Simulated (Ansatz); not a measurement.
Runs of Ansatz 0.2.0 on NiO. Symmetry: F-43m, No. 216, cubic system. The conventional cell has a = 4.481 Å, b = 4.481 Å, c = 4.481 Å, α = 90.00°, β = 90.00°, γ = 90.00°. Around Ni (site symmetry -43m) lie 4 O at 1.94 Å. O (site symmetry -43m) has 4 Ni at 1.94 Å as nearest neighbours. The cell was built by a generator and needn't be a form met in nature.

| task | level | U | cell | cutoff (eV) | points for each segment of the path | hubbard projectors | double counting | gap on the mesh (eV) | pressure (GPa) | moment (μB) |
| --- | --- | --- | --- | --- | --- | --- | --- | --- | --- | --- |
| relaxation of the atoms | PBE | - | atoms relaxed | 420 | - | - | - | none | -0.3 | 1.89 |
| band structure | r2SCAN | - | as given | 500 | 14 | - | - | none | (a) | 2.00 |
| density of states | LDA | - | as given | 420 | - | - | - | none | -15.2 | (b) |
| density of states | LDA+U | Ni d U = 2 eV | as given | 420 | - | ortho-atomic (the default) | fll (the default) | none | -12.3 | 2.00 |

Alike in all rows: potentials or basis Ansatz PAW; spin collinear, ferromagnetic start; k mesh 7 × 7 × 7; smearing fermi-dirac 0.05 eV.

Fill in the values left out.

(a) -4.6; (b) 1.71.

Caveats: a cell with one magnetic atom can't hold antiferromagnetic order, which such compounds often take; semilocal functionals often make such compounds metallic where correlation or magnetic order opens a gap, which also shifts bond lengths (some runs); the PAW data sets come from PBE, with cores solved anew for the run's functional, which leaves a small shift of forces and pressure (some runs); the magnetic or orbital state may not be the lowest (some runs); the density of states is complete only up to the lowest level of the last band computed (some runs); the relaxation stopped at its first step, so nothing moved (some runs); the thresholds are loose for stress (some runs).

A gap of «none» marks a metal or a gap under the smearing width.
